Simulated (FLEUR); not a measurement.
Li2Se:

```xyz
3
Lattice="0.0000 3.0025 3.0025 3.0025 0.0000 3.0025 3.0025 3.0025 0.0000" Properties=species:S:1:pos:R:3 pbc="T T T"
Se    0.0000    0.0000    0.0000
Li    4.5038    4.5038    4.5038
Li    1.5012    1.5012    1.5012
```

Base run:

- Program: FLEUR MaX-R8.1 (later development tree)
- Functional: r2SCAN
- Potentials or basis: all-electron
- Basis: FLAPW
- Kmax: 4.1 1/bohr
- k mesh: 8 × 8 × 8
- Occupations: fermi-dirac, width 0.05 eV
- Spin: no spin polarisation

Its results: band gap on the k mesh 3.45 eV, indirect (least direct gap 4.02 eV).

Q: The run is repeated on the same cell with these changes: functional from r2SCAN to LDA. What comes out?

A: Band gap on the k mesh 2.82 eV, indirect (least direct gap 3.19 eV).

r2SCAN gives the wider gap, since meta-GGAs in the generalised Kohn-Sham scheme recover part of the derivative discontinuity.

Caveats: the meta-GGA is that of a development version, with a GGA for the radial functions and cores and without core tails (some runs).

Not every run made on this cell is shown here.
